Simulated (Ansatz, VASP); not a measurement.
# One calculation of Y, two programs

```
Y
1.0
     3.72312    0.00000    0.00000
    -1.86156    3.22431    0.00000
     0.00000    0.00000    5.86012
Y
2
Direct
  0.33333 0.66667 0.25000
  0.66667 0.33333 0.75000
```

Change from the starting cell: volume scaled by 1.06, crystal datasets.

Alike in both runs: task electric field gradients; functional LDA; k mesh 12 × 12 × 7; occupations fermi-dirac, width 0.08 eV; no spin polarisation.

|  | VASP | Ansatz |
| --- | --- | --- |
| version | VASP 6.6.1 | Ansatz 0.2.0 |
| potentials or method | VASP PAW LDA potentials, release 64 (Y_sv), cutoff 520 eV | all-electron PAW with datasets made for the crystal, scalar-relativistic |

|  | VASP | Ansatz | Ansatz less VASP |
| --- | --- | --- | --- |
| pressure (GPa) | -5.7 | -5.6 | +0.08 |
| largest component of the traceless stress (GPa) | 0.39 | 0.39 | +0.001 |
| Vzz of the field gradient on the site that differs most (V/Å²) | 22.0 | 22.4 | +0.43 |

Ansatz ran all-electron here, so the differences hold the error of VASP's frozen core and of both bases. Ansatz warned: «gradients_without_spin_orbit».
